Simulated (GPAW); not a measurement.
# SrO (Fm-3m) in GPAW: single point with PBE

Aim: the single point of SrO with PBE.

Everything below comes from runs of GPAW 26.7.0. Logs are shortened: lines on timing, memory, paths and dates and some standing lists are left out, and cuts for length are marked. The log counts tension as positive stress, the text compression.

## 1. The crystal as given

Symmetry: Fm-3m, No. 225, cubic system. The conventional cell has a = 5.133 Å, b = 5.133 Å, c = 5.133 Å, α = 90.00°, β = 90.00°, γ = 90.00°. Sr (site symmetry m-3m) is surrounded by 6 O at 2.57 Å. O (site symmetry m-3m) has 6 Sr at 2.57 Å as nearest neighbours.

## 2. Single point, PBE

run.py reads:

```python
from ase import Atoms
from ase.dft.bandgap import bandgap
from ase.io import write
from ase.units import Bohr, GPa
from gpaw import GPAW, PW
from gpaw.elf import elf_from_dft_calculation

atoms = Atoms(['Sr', 'O'],
              cell=[[0.0, 2.5663, 2.5663],
                    [2.5663, 0.0, 2.5663],
                    [2.5663, 2.5663, 0.0]],
              scaled_positions=[[0.5, 0.5, 0.5],
                                [0.0, 0.0, 0.0]],
              pbc=True)

calc = GPAW(mode=PW(800),
            xc='PBE',
            kpts={'size': (9, 9, 9), 'gamma': True},
            occupations={'name': 'methfessel-paxton', 'order': 0, 'width': 0.028000000000000004},
            nbands=16,
            convergence={'density': 1e-05, 'energy': 1e-05},
            maxiter=150,
            txt='gpaw.txt')
atoms.calc = calc
energy = atoms.get_potential_energy()
forces = atoms.get_forces()
stress = atoms.get_stress()
calc.write('gs.gpw')
write('result.traj', atoms)
print(f'Energy: {energy:.6f} eV')
print('Forces (eV/A):')
print(forces.round(4))
print('Stress (GPa):', (stress / GPa).round(3))
print('Fermi level:', round(calc.get_fermi_level(), 4), 'eV')
print(f'Gap: {bandgap(calc)[0]:.4f} eV, direct: {bandgap(calc, direct=True)[0]:.4f} eV')

# fields on the real-space grid
write('density.cube', atoms, data=calc.get_pseudo_density() * Bohr**3)
write('potential.cube', atoms, data=calc.get_electrostatic_potential())
write('elf.cube', atoms, data=elf_from_dft_calculation(calc).data)
```

Potentials or basis: GPAW PAW data sets (gpaw-data 1.2.1), pw.

Command:

```bash
> OMP_NUM_THREADS=1 python run.py
```

gpaw.txt:

```text
__  _  _
 | _ |_)|_||  |
 |__||  | ||/\| - 26.7.0

Input parameters:
  mode=PW(ecut=800.0),
  convergence={'density': 1e-05, 'energy': 1e-05},
  kpts=MonkhorstPack(size=(9, 9, 9), gamma=True),
  maxiter=150,
  nbands=16,
  occupations=Occupations(name='methfessel-paxton', order=0, width=0.028000000000000004),
  xc=XC(name='PBE')

Diagonalizing LCAO Hamiltonian
Converting LCAO to pw mode

               Sr

       O

Atoms  # Å, Bohr magnetons
|   | symbol |        x |        y |        z |    initial magnetic moments |
|---|--------|----------|----------|----------|-----------------------------|
| 0 |     Sr | 2.566300 | 2.566300 | 2.566300 | ( 0.0000,  0.0000,  0.0000) |
| 1 |      O | 0.000000 | 0.000000 | 0.000000 | ( 0.0000,  0.0000,  0.0000) |

Unit cell  # Å
| periodic |        x |        y |        z |  lengths |    angles |
|----------|----------|----------|----------|----------|-----------|
|      yes | 0.000000 | 2.566300 | 2.566300 | 3.629296 | 60.000000 |
|      yes | 2.566300 | 0.000000 | 2.566300 | 3.629296 | 60.000000 |
|      yes | 2.566300 | 2.566300 | 0.000000 | 3.629296 | 60.000000 |

Number of symmetries: 48
[... 51 lines left out ...]

BZ-sampling:
  Number of BZ points: 729
  Number of IBZ points: 35

  Monkhorst-Pack size: [9, 9, 9]
  Monkhorst-Pack shift: [0, 0, 0]

K-points  # in reciprocal-cell coordinates
|     |                                coordinates |     weight |
|-----|--------------------------------------------|------------|
|   0 | (  0.00000000,   0.00000000,   0.00000000) | 0.00137174 |
|   1 | (  0.11111111,   0.11111111,   0.00000000) | 0.00823045 |
|   2 | (  0.11111111,   0.11111111,   0.11111111) | 0.01097394 |
|   3 | (  0.22222222,   0.11111111,   0.11111111) | 0.01646091 |
|   4 | (  0.22222222,   0.22222222,   0.00000000) | 0.00823045 |
|   5 | (  0.22222222,   0.22222222,   0.11111111) | 0.03292181 |
|   6 | (  0.22222222,   0.22222222,   0.22222222) | 0.01097394 |
|   7 | (  0.33333333,   0.22222222,   0.11111111) | 0.03292181 |
|   8 | (  0.33333333,   0.22222222,   0.22222222) | 0.03292181 |
|   9 | (  0.33333333,   0.33333333,  -0.33333333) | 0.01646091 |
| ... |                                            |            |
|  34 | (  0.44444444,   0.44444444,   0.44444444) | 0.01097394 |

Plane wave coefficients: 1807
Cutoff: 800.0 eV

Spin-components: 1 (collinear spins)
Bands:           16
Projectors:      10
Spin-degeneracy: 2
Datatype:        complex128

Parallelization:
  kpt:    1
  domain: 1
  band:   1

Density:
  Valence electrons: 16.0
  Components: 1
  Grid points: [24 24 24]
  Charge: 0.0  # |e|

Potential:
  Grid points: [24 24 24]

species:
  Sr:
    name:    Strontium
    Z:       38.0
    valence: 10
    core:    28
    charge:  0.0  # [|e|]
    compensation charges:
      type: gauss
      rc: 0.40  # [Å]
      lmax: 2
    cutoffs:
      filter: 2.39  # [Å]
      core: 1.85  # [Å]
    projectors
    | kind |    occ | energy [eV] | rcut [Å] |
    |------|--------|-------------|----------|
    |   4s |  2.000 |     -40.883 |    1.291 |
    |   5s |  2.000 |      -3.525 |    1.291 |
    |   4p |  6.000 |     -22.826 |    1.291 |
    |    p |        |       4.386 |    1.291 |
    |    d |        |       0.000 |    1.254 |

    Using partial waves for Sr as LCAO basis

  O:
    name:    Oxygen
    Z:       8.0
    valence: 6
    core:    2
    charge:  0.0  # [|e|]
    compensation charges:
      type: gauss
      rc: 0.21  # [Å]
      lmax: 2
    cutoffs:
      filter: 1.17  # [Å]
      core: 0.83  # [Å]
    projectors
    | kind |    occ | energy [eV] | rcut [Å] |
    |------|--------|-------------|----------|
    |   2s |  2.000 |     -23.961 |    0.688 |
    |   2p |  4.000 |      -9.029 |    0.598 |
    |    s |        |       3.251 |    0.688 |
    |    p |        |      18.182 |    0.598 |
    |    d |        |       0.000 |    0.619 |

    Using partial waves for O as LCAO basis

Reference energy: -88537.622309  # eV

eigensolver:
  PPCG
  Converge bands: occupied
  niter=2

density mixing:
  MSR1-Mixer
  Pratt-step length: 0.05
  Maximum mixing coefficient: 0.75
  Old densities: 10
  SVD Regularization: 0.005
  Good broyden scale: 1.0
  Trust region scale: 1.0
  Backstep threshold: 4.0
  History deletion threshold: 6.0
  Fourier metric: weight=20.0, sigma=0.015

occupation numbers:
  Methfessel-Paxton:
    width: 0.0280  # eV
    order: 0

poisson solver:
  ecut: 6400.0  # eV

xc functional:
  name: PBE with 2 nearest neighbor stencil

convergence criteria:
- Maximum integral of absolute [dens]ity change: 1e-05 electrons / valence electron
- Maximum [total energy] change in last 3 cyles: 1e-05 eV / valence electron
- Maximum integral of absolute [eigenst]ate change: 4e-08 eV^2 / valence electron
maximum number of iterations: 150

SCF iterations
|iter     | |      energy | eigst |  dens |
|---------|-|-------------|-------|-------|
|iter:   1| |  -13.851202 | +0.45 |       |
|iter:   2| |  -13.352432 | -1.96 | -0.92 |
|iter:   3| |  -12.283059 | -1.22 | -0.98 |
|iter:   4| |  -12.279892 | -2.77 | -1.44 |
|iter:   5| |  -12.291188 | -3.18 | -1.65 |
|iter:   6| |  -12.291019 | -4.84 | -2.67 |
|iter:   7| |  -12.291089 | -5.46 | -3.06 |
|iter:   8| |  -12.291095c| -6.64 | -3.60 |
|iter:   9| |  -12.291095c| -7.44c| -4.63 |
|iter:  10| |  -12.291095c| -7.75c| -5.04c|

Converged in 10 steps
Energy contributions relative to reference atoms: (reference = -88537.622309)

Energy contributions:
  Kinetic:          16.745993
  Coulomb:         -13.857240
  Zero:             -0.110906
  External:          0.000000
  Xc:              -15.068942
  Entropy:          -0.000000
  Spinorbit:         0.000000
  ----------------------------
  Free energy:     -12.291095
  Extrapolated:    -12.291095

dipole moment: (-14.413150, -14.413150, -14.413150)  # |e|*Ang

Fermi level: 5.821
Eigenvalues  # (at kpt = [0.000, 0.000, 0.000])
| band index |      eig [eV] | occ [0-2] |
|------------|---------------|-----------|
|          0 |       -27.101 |     2.000 |
|          1 |        -9.883 |     2.000 |
|          2 |        -8.757 |     2.000 |
|          3 |        -8.757 |     2.000 |
|          4 |        -8.757 |     2.000 |
|          5 |         5.151 |     2.000 |
[... 8 lines left out ...]
|         14 |        17.651 |     0.000 |
|         15 |        28.472 |     0.000 |

Gap: 3.417 eV
Transition (v -> c):
  (s=0, k=0, n=7, [0.00, 0.00, 0.00]) -> (s=0, k=30, n=8, [0.44, 0.44, 0.00])
Direct/indirect transitions are different
Direct gap: 3.499 eV
Transition at: (s=0, k=30, n=7, [0.44, 0.44, 0.00])

Forces  # eV/Ang
|       x |        y |        z |
|---------|----------|----------|
| 0.00000 | -0.00000 | -0.00000 |  # Sr   0
| 0.00000 | -0.00000 |  0.00000 |  # O    1

Stress tensor  # eV/Ang^3
|         x |         y |         z |
|-----------|-----------|-----------|
| -0.023918 | -0.000000 | -0.000000 |
| -0.000000 | -0.023918 |  0.000000 |
| -0.000000 |  0.000000 | -0.023918 |

# Writing to gs.gpw (mode='')
```

stdout:

```text
Energy: -12.291095 eV
Forces (eV/A):
[[ 0. -0. -0.]
 [ 0. -0.  0.]]
Stress (GPa): [-3.832 -3.832 -3.832  0.    -0.    -0.   ]
Fermi level: 5.8206 eV
Gap: 3.4174 eV, direct: 3.4990 eV
```

Run time: 14 s. Hardware: 1 thread of Arm Neoverse V2, shared host; peak memory 0.16 GiB.

Results:

```yaml
Free_energy: -12.2911 eV
Pressure: 3.8 GPa
Band_gap_on_the_k_mesh: 3.42 eV, indirect (least direct gap 3.50 eV)
```

Levels at points of the mesh, in eV from the valence-band top:
| k point | band 4 | band 5 | band 6 | band 7 | band 8 | band 9 | band 10 | band 11 | band 12 |
| --- | --- | --- | --- | --- | --- | --- | --- | --- | --- |
| (0.00, 0.00, 0.00) | -13.91 | -13.91 | 0.00 | 0.00 | 0.00 | 4.06 | 6.30 | 6.30 | 6.30 |

Caveat: an odd mesh through Γ misses points on the zone boundary, where band edges often lie. PBE gaps usually lie below the measured ones, often by a third to a half.
